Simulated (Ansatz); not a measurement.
# PtTe₂ (CdI2 type): the band gap by level of theory

Measured values to be reproduced:
- lattice constant a: 4.025 Å (a = b; X-ray diffraction; quoted in “New three-dimensional dispersion in the type-II Dirac semimetals PtTe₂ and PdTe2 revealed through Angle Resolved Photoemission Spectroscopy”, 2024, arxiv:2312.15371)
- lattice constant c: 5.224 Å (c; X-ray diffraction; quoted in “New three-dimensional dispersion in the type-II Dirac semimetals PtTe₂ and PdTe2 revealed through Angle Resolved Photoemission Spectroscopy”, 2024, arxiv:2312.15371)

The calculated numbers come from Ansatz. No magnetic order and no zero-point or thermal motion.

PtTe₂, CdI2 type, relaxed with r2SCAN+rVV10. Space group P-3m1 (No. 164), trigonal; conventional cell a = 4.038 Å, c = 5.311 Å, 25.00 Å³ an atom. Pt is surrounded by 6 Te at 2.70 Å; Te is surrounded by 3 Pt at 2.70 Å.

```xyz
3
Lattice="4.0382 0.0000 0.0000 -2.0191 3.4972 0.0000 0.0000 0.0000 5.3110" Properties=species:S:1:pos:R:3 pbc="T T T"
Pt    0.0000    0.0000    0.0000
Te    0.0000    2.3314    1.3641
Te    2.0191    1.1657    3.9469
```

Relaxed lattice by functional, symmetry kept:
```tsv
functional	k mesh	a (Å)	c (Å)	volume (Å³/atom)
PBE-D3(BJ)	6×6×4	4.048	5.137	24.30
r2SCAN+rVV10	6×6×4	4.038	5.311	25.00
```

Band edges at fixed r2SCAN+rVV10 geometry:

| level | k mesh | gap (eV) | kind | edges | least direct gap (eV) | rough cost |
| --- | --- | --- | --- | --- | --- | --- |
| PBE | 12×12×6 | none (overlap 1.34) | – | – | – | 15 core-seconds |
| PBE+SOC | 12×12×6 | none (overlap 1.25) | – | – | – | 100 core-seconds |
| r2SCAN | 12×12×6 | none (overlap 1.33) | – | – | – | 30 core-seconds |

All runs use a smearing of 0.02 eV.
Wave cutoffs: 420 eV, 500 eV (r2SCAN).
Points off the special ones are mesh points or PBE's searched band edges, reused at the other levels.
Costs come from shared machines and give only the order; PBE's includes the band path. The runs had 2 threads of Arm Neoverse V1, on a shared host.

r2SCAN gives no gap: the lowest nominally empty band dips 1.33 eV below the top of the last filled one (its bottom at M–K (0.90 of the way from M), the top at Γ–A (0.20 of the way from Γ)), so the cell is a metal or semimetal at this level. PBE+SOC gives no gap: the lowest nominally empty band dips 1.25 eV below the top of the last filled one (its bottom at K, the top at Γ–A (0.20 of the way from Γ)), so the cell is a metal or semimetal at this level.

No level opens a gap, but no hybrid is among them, and semilocal functionals can close a real gap.

Comparison with experiment:
- Lattice constant a, measured 4.025 Å: PBE-D3(BJ) 4.048 (+0.6 %), r2SCAN+rVV10 4.038 (+0.3 %).
- Lattice constant c, measured 5.224 Å: PBE-D3(BJ) 5.137 (-1.7 %), r2SCAN+rVV10 5.311 (+1.7 %).
The calculated lattice is static; the measured one holds thermal expansion and zero-point motion. Reports marked as nanostructured, strained, doped, implanted or mixed samples were set aside.

Only the levels marked +SOC include spin-orbit coupling.
